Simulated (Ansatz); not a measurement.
# Al2Cu: an elastic constant from a strain scan

Method: DFT PBE, scalar-relativistic, plane waves, PAW in Ansatz 0.2.0. Settings: plane waves to 420 eV, k-mesh 12×12×12 (Γ-centred), Gaussian smearing 0.15 eV. No spin polarisation. Energies are free energies at this smearing, counted from the undisturbed cell; pressure is positive in compression.

The undisturbed cell (relaxed at this level; with this scan's settings it stands at 0.1 GPa; it needn't be the usual structure):

```
Al Cu
1.0
    -3.02619    3.02619    2.44162
     3.02619   -3.02619    2.44162
     3.02619    3.02619   -2.44162
Al Cu
4 2
Direct
  0.15872 0.65872 0.81744
  0.65872 0.84128 0.50000
  0.84128 0.34128 0.18256
  0.34128 0.15872 0.50000
  0.75000 0.75000 0.00000
  0.25000 0.25000 0.00000
```

The cell is strained by ε times the Voigt pattern (0, 1, 0, 0, 0, 0) (xx, yy, zz, yz, xz, xy; engineering shear) with fractional coordinates fixed. The cell holds 6 atoms in V0 = 89.44 Å³. The stress column is τ = (1/V0) dE/dε, got from the stress tensor σ (compression positive) at each point as −det(1 + εP) σ : P(1 + εP)⁻¹, with P the pattern as a tensor.

```csv
ε,ΔE (meV/atom),τ (GPa)
-0.0400,15.204,-8.287
-0.0200,3.802,-4.003
0.0000,0.000,-0.170
0.0100,0.666,1.586
0.0300,6.730,4.891
0.0400,?,?
```

Problem. Which combination of elastic constants does this scan measure, and how large is it?

Solution. For small ε, τ = τ0 + Kε with K = pᵀCp, which for this pattern is C22 in the Cartesian frame shown. The parabola through τ at ε = -0.0200, 0 and 0.0100 has slope K = 181 GPa at zero. The energies per cell, E = NΔE, of the same two points give K = 2[E(ε₊)/ε₊ − E(ε₋)/ε₋]/[(ε₊ − ε₋)V0] = 184 GPa, in agreement. These are clamped-ion values.

Problem. Predict the withheld row at ε = 0.0400 from the harmonic law, and compare.

Solution. ΔE = V0(τ0 ε + Kε²/2)/N = 12.836 meV/atom and τ = 7.07 GPa. The calculation gives 12.016 meV/atom and 6.46 GPa: the energy lies 6 % below the harmonic value, as bonds soften when stretched.

Forces appear on the atoms along this scan, and letting them relax would lower the energy and soften the response. In a metal these slopes depend on the k mesh and the smearing.